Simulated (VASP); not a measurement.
# Lu (P6_3/mmc) in VASP: a series of runs

The runs below take Lu through single point, with PBE.

All numbers are computed with VASP 6.6.1; they aren't measurements. Logs are shortened: lines on timing, memory, paths and dates and some standing lists are left out, and cuts for length are marked.

## Step 1: The crystal as given

It takes space group P6_3/mmc (No. 194, hexagonal). The conventional cell has a = 3.503 Å, b = 3.503 Å, c = 5.551 Å, α = 90.00°, β = 90.00°, γ = 120.00°. Around Lu (site symmetry -6m2) lie 12 Lu at 3.43 to 3.50 Å.

## Step 2: Single point, PBE

INCAR

```
SYSTEM = Lu
  PREC = Accurate
  ENCUT = 450
  EDIFF = 1E-6
  ISMEAR = 0
  SIGMA = 0.2
  LREAL = .False.
  LASPH = .True.
  NELM = 100
  ALGO = Normal
  ISIF = 2
  LWAVE = .False.
  LCHARG = .False.
  GGA = PE
  ADDGRID = .False.
```

KPOINTS

```
regular mesh
0
Gamma
  11 11 6
  0 0 0
```

POSCAR

```
Lu
1.0
    3.5031000000      0.0000000000      0.0000000000
   -1.7515500000      3.0337735920      0.0000000000
    0.0000000000      0.0000000000      5.5509000000
Lu
2
Direct
    0.6483880000      0.2977880000      0.7516770000
    0.3414390000      0.6668870000      0.2457360000
```

Potentials or basis: VASP PAW PBE potentials, release 64 (Lu_3), 4f in core.

On the command line:

```
$ cat potpaw_PBE.64/Lu_3/POTCAR > POTCAR
$ mpirun -np 1 vasp_std > vasp.out
```

OUTCAR:

```text
SYSTEM = Lu
   PREC = Accurate
   ENCUT = 450
   EDIFF = 1E-6
   ISMEAR = 0
   LREAL = .False.
   LASPH = .True.
   NELM = 100
   ISIF = 2
   GGA = PE

 Found    364 irreducible k-points:

 Following reciprocal coordinates:
            Coordinates               Weight
  0.000000  0.000000  0.000000      1.000000
  0.090909  0.000000  0.000000      2.000000
  0.000000  0.090909  0.000000      2.000000
 -0.090909  0.090909  0.000000      2.000000
  0.181818  0.000000  0.000000      2.000000
  0.000000  0.181818  0.000000      2.000000
   k-points           NKPTS =    364   k-points in BZ     NKDIM =    364   number of bands    NBANDS=     13
   number of dos      NEDOS =    301   number of ions     NIONS =      2
   total plane-waves  NPLWV =  23040
   dimension x,y,z NGX =    24 NGY =   24 NGZ =   40
   dimension x,y,z NGXF=    48 NGYF=   48 NGZF=   80
   ions per type =               2
   NGX,Y,Z   is equivalent  to a cutoff of  11.39, 11.39, 11.98 a.u.
   NGXF,Y,Z  is equivalent  to a cutoff of  22.78, 22.78, 23.96 a.u.
 SYSTEM =  Lu
   PREC   = accura    normal or accurate (medium, high low for compatibility)
   ISTART =      0    job   : 0-new  1-cont  2-samecut
   ICHARG =      2    charge: 1-file 2-atom 10-const
   ISPIN  =      1    spin polarized calculation?
   LNONCOLLINEAR =      F non collinear calculations
   LSORBIT =      F    spin-orbit coupling
   LASPH  =      T    aspherical Exc in radial PAW
   ENCUT  =  450.0 eV  33.07 Ry    5.75 a.u.   6.06  6.06  9.60*2*pi/ulx,y,z
   NELM   =    100;   NELMIN=  2; NELMDL= -5     # of ELM steps
   EDIFF  = 0.1E-05   stopping-criterion for ELM
   LREAL  =      F    real-space projection
   EDIFFG = 0.1E-04   stopping-criterion for IOM
   NSW    =      0    number of steps for IOM
   IBRION =     -1    ionic relax: 0-MD 1-quasi-New 2-CG
   NFREE  =      0    steps in history (QN), initial steepest desc. (CG)
   ISIF   =      2    stress and relaxation
   ISYM   =      2    0-nonsym 1-usesym 2-fastsym
   POTIM  = 0.5000    time-step for ionic-motion
   TEBEG  =    0.0;   TEEND  =   0.0 temperature during run
   PSTRESS=    0.0 pullay stress
   NELECT =      18.0000    total number of electrons
   NUPDOWN=      -1.0000    fix difference up-down
   EMIN   =  10.00;   EMAX   =-10.00  energy-range for DOS
   EFERMI =   0.00;   METHOD = LEGACY
   ISMEAR =     0;   SIGMA  =   0.20  broadening in eV -4-tet -1-fermi 0-gaus
   EFERMI_NEDOS =   21; number of points for ismear=-14 and -15
   IALGO  =     38    algorithm
   IMIX   =      4    mixing-type and parameters
     AMIX     =   0.40;   BMIX     =  1.00
     AMIX_MAG =   1.60;   BMIX_MAG =  1.00
  volume/ion in A,a.u.               =      29.50       199.05
  Fermi-wavevector in a.u.,A,eV,Ry     =   1.102130  2.082723 16.526853  1.214689
  Thomas-Fermi vector in A             =   2.238568
   LORBIT       =      0    0 simple, 1 ext, 2 COOP (PROOUT), +10 PAW based schemes
   GGA     = PE    functional components
   LHFCALC =     F    Hartree Fock is set to
   AEXX    =    0.0000 exact exchange contribution
   IVDW    =     0    specifies the selected vdW correction
   LEPSILON=     F    determine dielectric tensor
   LRPA    =     F    only Hartree local field effects (RPA)
 non-spin polarized calculation
 Gauss-broadening in eV      SIGMA  =   0.20
  energy-cutoff  :      450.00
  volume of cell :       58.99
 maximum number of plane-waves:      1296
   NGX = 13   NGY = 13   NGZ = 19

 number of electron      18.0000000 magnetization

 Free energy of the ion-electron system (eV)
  ---------------------------------------------------
  ext. energy  EPLUGINS =         0.00000000
  ---------------------------------------------------
  free energy    TOTEN  =        -8.92914144 eV

  energy without entropy =       -8.85838035  energy(sigma->0) =       -8.89376089

 E-fermi :   2.7699     XC(G=0):  -9.9077

 val. band max:        2.7698653741   @ k =   0.0000   0.3636   0.0000
 cond. band min:       2.7803059772   @ k =   0.2727   0.2727   0.5000
 fundamental gap:      0.0104406031
 Fermi energy:         2.7698934870

 k-point     1 :       0.0000    0.0000    0.0000
  band No.  band energies     occupation
      1     -24.2769      2.00000
      2     -23.8712      2.00000
      3     -23.8483      2.00000
      4     -23.7896      2.00000
      5     -23.7786      2.00000
      6     -23.7606      2.00000
      7      -3.2472      2.00000
      8       0.3428      2.00000
      9       3.3253      0.00009
     10       4.9444      0.00000
     11       5.0486      0.00000
     12       5.2020      0.00000
     13       5.7216      0.00000

 k-point     2 :       0.0909    0.0000    0.0000
  band No.  band energies     occupation
      1     -24.2650      2.00000
      2     -23.8850      2.00000
      3     -23.8697      2.00000
      4     -23.8156      2.00000
      5     -23.7839      2.00000
      6     -23.7655      2.00000
      7      -3.0511      2.00000
      8       0.5420      2.00000
      9       3.1822      0.00355
     10       4.5217      0.00000
     11       5.1434      0.00000
     12       5.3743      0.00000
     13       5.5947      0.00000

 k-point     3 :       0.0000    0.0909    0.0000
  band No.  band energies     occupation
      1     -24.2634      2.00000
      2     -23.8967      2.00000
      3     -23.8583      2.00000
      4     -23.8073      2.00000
      5     -23.7921      2.00000
      6     -23.7672      2.00000
      7      -3.0497      2.00000
      8       0.5481      2.00000
      9       3.2023      0.00223
     10       4.4634      0.00000
     11       5.2311      0.00000
     12       5.3370      0.00000
     13       5.7991      0.00000

 k-point     4 :      -0.0909    0.0909    0.0000
  band No.  band energies     occupation
      1     -24.2645      2.00000
      2     -23.8896      2.00000
      3     -23.8650      2.00000
      4     -23.8139      2.00000
      5     -23.7858      2.00000
      6     -23.7660      2.00000
      7      -3.0507      2.00000
      8       0.5439      2.00000
      9       3.1878      0.00312
     10       4.5056      0.00000
     11       5.1685      0.00000
     12       5.4062      0.00000
     13       5.6469      0.00000

 k-point     5 :       0.1818    0.0000    0.0000
  band No.  band energies     occupation
      1     -24.2314      2.00000
      2     -23.9517      2.00000
      3     -23.8980      2.00000
      4     -23.8851      2.00000
      5     -23.7960      2.00000
      6     -23.7804      2.00000
      7      -2.4888      2.00000
      8       1.0769      2.00000
      9       2.8273      0.68485
     10       3.8131      0.00000
     11       4.8151      0.00000
     12       5.5073      0.00000
     13       5.6927      0.00000

 k-point     6 :       0.0000    0.1818    0.0000
  band No.  band energies     occupation
      1     -24.2248      2.00000
      2     -23.9655      2.00000
      3     -23.8833      2.00000
      4     -23.8817      2.00000
      5     -23.8012      2.00000
      6     -23.7874      2.00000
      7      -2.4819      2.00000
      8       1.1073      2.00000
      9       2.9009      0.35431
     10       3.7463      0.00000
     11       4.8345      0.00000
     12       5.2686      0.00000
     13       5.7490      0.00000

 [... further k-points ...]

------------------------ aborting loop because EDIFF is reached ----------------------------------------

  FORCE on cell =-STRESS in cart. coord.  units (eV):
  Direction    XX          YY          ZZ          XY          YZ          ZX
  --------------------------------------------------------------------------------------
  -------------------------------------------------------------------------------------
  Total       -0.0239306      0.2317150     -0.2124490     -0.0405466     -0.0243455     -0.0056248
  in kB       -0.6499273      6.2931145     -5.7698730     -1.1011991     -0.6611956     -0.1527642
  external PRESSURE =      -0.0422286 kB  Pullay stress =       0.0000000 kB

 VOLUME and BASIS-vectors are now :
 -----------------------------------------------------------------------------
  energy-cutoff  :      450.00
  volume of cell :       58.99
      direct lattice vectors                 reciprocal lattice vectors
     3.503100000  0.000000000  0.000000000     0.285461448  0.164811244  0.000000000
    -1.751550000  3.033773592  0.000000000     0.000000000  0.329622488  0.000000000
     0.000000000  0.000000000  5.550900000     0.000000000  0.000000000  0.180150967

 POSITION                                       TOTAL-FORCE (eV/Angst)
 -----------------------------------------------------------------------------------
      1.74978      0.90342      4.17248         0.039538      0.164783     -0.138255
      0.02801      2.02318      1.36406        -0.039538     -0.164783      0.138255
 -----------------------------------------------------------------------------------
    total drift:                                0.000004      0.000007     -0.000000

  FREE ENERGIE OF THE ION-ELECTRON SYSTEM (eV)
  ---------------------------------------------------
  free  energy   TOTEN  =        -8.9291414389 eV

  energy  without entropy=       -8.8583803464  energy(sigma->0) =       -8.89376089
```

It took 60 s on 1 thread of Intel Xeon 6975P-C (Granite Rapids), shared host; peak memory 0.32 GiB.

The run converged, but some of its settings lie outside the range that counts as converged, so its numbers aren't taken as properties of the crystal.

What came out:

| Property | Result |
| --- | --- |
| Free energy | -8.9291 eV |
| Pressure | 0.0 GPa |
| Largest force | 0.219 eV/Å |
| Band gap on the k mesh | none (metal or under the smearing width) |

## Step 3: Single point, PBE

Changes to INCAR since step 2:

```diff
@@ -5,3 +5,3 @@
   ISMEAR = 0
-  SIGMA = 0.2
+  SIGMA = 0.05
   LREAL = .False.
```

KPOINTS is that of step 2.

POSCAR

```
Lu
1.0
    3.5031000000      0.0000000000      0.0000000000
   -1.7515500000      3.0337735920      0.0000000000
    0.0000000000      0.0000000000      5.5509000000
Lu
2
Direct
    0.6666666667      0.3333333333      0.7500000000
    0.3333333333      0.6666666667      0.2500000000
```

Potentials or basis: VASP PAW PBE potentials, release 64 (Lu_3), 4f in core.

On the command line:

```
$ cat potpaw_PBE.64/Lu_3/POTCAR > POTCAR
$ mpirun -np 1 vasp_std > vasp.out
```

Run time: 13 s. Hardware: 1 thread of Intel Xeon 6975P-C (Granite Rapids), shared host; peak memory 0.18 GiB.

The run converged, but some of its settings lie outside the range that counts as converged, so its numbers aren't taken as properties of the crystal.

What came out:

```yaml
Free_energy: -8.9100 eV
Pressure: -0.2 GPa
Band_gap_on_the_k_mesh: none (metal or under the smearing width)
```

## Step 4: Single point, PBE

INCAR is that of step 3.

KPOINTS is that of step 3.

POSCAR

```
Lu
1.0
    3.5031000000      0.0000000000      0.0000000000
   -1.7515500000      3.0337735920      0.0000000000
    0.0000000000      0.0000000000      5.5509000000
Lu
2
Direct
    0.6483880000      0.2977880000      0.7516770000
    0.3414390000      0.6668870000      0.2457360000
```

Potentials or basis: VASP PAW PBE potentials, release 64 (Lu_3), 4f in core.

On the command line:

```
$ cat potpaw_PBE.64/Lu_3/POTCAR > POTCAR
$ mpirun -np 1 vasp_std > vasp.out
```

OUTCAR:

```text
SYSTEM = Lu
   PREC = Accurate
   ENCUT = 450
   EDIFF = 1E-6
   ISMEAR = 0
   LREAL = .False.
   LASPH = .True.
   NELM = 100
   ISIF = 2
   GGA = PE

 Found    364 irreducible k-points:

 Following reciprocal coordinates:
            Coordinates               Weight
  0.000000  0.000000  0.000000      1.000000
  0.090909  0.000000  0.000000      2.000000
  0.000000  0.090909  0.000000      2.000000
 -0.090909  0.090909  0.000000      2.000000
  0.181818  0.000000  0.000000      2.000000
  0.000000  0.181818  0.000000      2.000000
   k-points           NKPTS =    364   k-points in BZ     NKDIM =    364   number of bands    NBANDS=     13
   number of dos      NEDOS =    301   number of ions     NIONS =      2
   total plane-waves  NPLWV =  23040
   dimension x,y,z NGX =    24 NGY =   24 NGZ =   40
   dimension x,y,z NGXF=    48 NGYF=   48 NGZF=   80
   ions per type =               2
   NGX,Y,Z   is equivalent  to a cutoff of  11.39, 11.39, 11.98 a.u.
   NGXF,Y,Z  is equivalent  to a cutoff of  22.78, 22.78, 23.96 a.u.
 SYSTEM =  Lu
   PREC   = accura    normal or accurate (medium, high low for compatibility)
   ISTART =      0    job   : 0-new  1-cont  2-samecut
   ICHARG =      2    charge: 1-file 2-atom 10-const
   ISPIN  =      1    spin polarized calculation?
   LNONCOLLINEAR =      F non collinear calculations
   LSORBIT =      F    spin-orbit coupling
   LASPH  =      T    aspherical Exc in radial PAW
   ENCUT  =  450.0 eV  33.07 Ry    5.75 a.u.   6.06  6.06  9.60*2*pi/ulx,y,z
[... 139 lines left out ...]
      1     -24.2204      2.00000
      2     -23.9653      2.00000
      3     -23.8823      2.00000
      4     -23.8811      2.00000
      5     -23.7998      2.00000
      6     -23.7828      2.00000
      7      -2.4815      2.00000
      8       1.1069      2.00000
      9       2.9022      0.00069
     10       3.7457      0.00000
     11       4.8342      0.00000
     12       5.2704      0.00000
     13       5.7500      0.00000

 [... further k-points ...]

------------------------ aborting loop because EDIFF is reached ----------------------------------------

  FORCE on cell =-STRESS in cart. coord.  units (eV):
  Direction    XX          YY          ZZ          XY          YZ          ZX
  --------------------------------------------------------------------------------------
  -------------------------------------------------------------------------------------
  Total       -0.0518263      0.2078439     -0.3575394     -0.0404682     -0.0216042     -0.0003775
  in kB       -1.4075422      5.6448021     -9.7103613     -1.0990690     -0.5867456     -0.0102530
  external PRESSURE =      -1.8243671 kB  Pullay stress =       0.0000000 kB

 VOLUME and BASIS-vectors are now :
 -----------------------------------------------------------------------------
  energy-cutoff  :      450.00
  volume of cell :       58.99
      direct lattice vectors                 reciprocal lattice vectors
     3.503100000  0.000000000  0.000000000     0.285461448  0.164811244  0.000000000
    -1.751550000  3.033773592  0.000000000     0.000000000  0.329622488  0.000000000
     0.000000000  0.000000000  5.550900000     0.000000000  0.000000000  0.180150967

 POSITION                                       TOTAL-FORCE (eV/Angst)
 -----------------------------------------------------------------------------------
      1.74978      0.90342      4.17248         0.043096      0.177841     -0.139673
      0.02801      2.02318      1.36406        -0.043096     -0.177841      0.139673
 -----------------------------------------------------------------------------------
    total drift:                                0.000004      0.000007     -0.000000

  FREE ENERGIE OF THE ION-ELECTRON SYSTEM (eV)
  ---------------------------------------------------
  free  energy   TOTEN  =        -8.8972282806 eV

  energy  without entropy=       -8.8939866920  energy(sigma->0) =       -8.89560749
```

Run time: 64 s. Hardware: 1 thread of Intel Xeon 6975P-C (Granite Rapids), shared host; peak memory 0.32 GiB.

These settings aren't checked as converged: the numbers below hold their error.

What came out:

```
Free energy            : -8.8972 eV
Pressure               : -0.2 GPa
Largest force          : 0.230 eV/Å
Band gap on the k mesh : none (metal or under the smearing width)
```

## Step 5: Single point, PBE

Changes to INCAR since step 4:

```diff
@@ -5,3 +5,3 @@
   ISMEAR = 0
-  SIGMA = 0.05
+  SIGMA = 0.02
   LREAL = .False.
```

KPOINTS is that of step 4.

POSCAR

```
Lu
1.0
    3.5031000000      0.0000000000      0.0000000000
   -1.7515500000      3.0337735920      0.0000000000
    0.0000000000      0.0000000000      5.5509000000
Lu
2
Direct
    0.6666666667      0.3333333333      0.7500000000
    0.3333333333      0.6666666667      0.2500000000
```

On the command line:

```
$ cat potpaw_PBE.64/Lu_3/POTCAR > POTCAR
$ mpirun -np 1 vasp_std > vasp.out
```

Run time: 13 s. Hardware: 1 thread of Intel Xeon 6975P-C (Granite Rapids), shared host; peak memory 0.18 GiB.

These settings aren't checked as converged: the numbers below hold their error.

Results:

```
Free energy            : -8.9089 eV
Pressure               : -0.2 GPa
Band gap on the k mesh : none (metal or under the smearing width)
```

## Step 6: For comparison

An earlier run on the cell as given: functional PBE; potentials or basis VASP PAW PBE potentials, release 64 (Lu); cutoff 520 eV; k mesh 9 × 9 × 5; occupations fermi-dirac, width 0.05 eV; no spin polarisation.

- Pressure: -0.4 GPa
- Band gap on the k mesh: none (metal or under the smearing width)
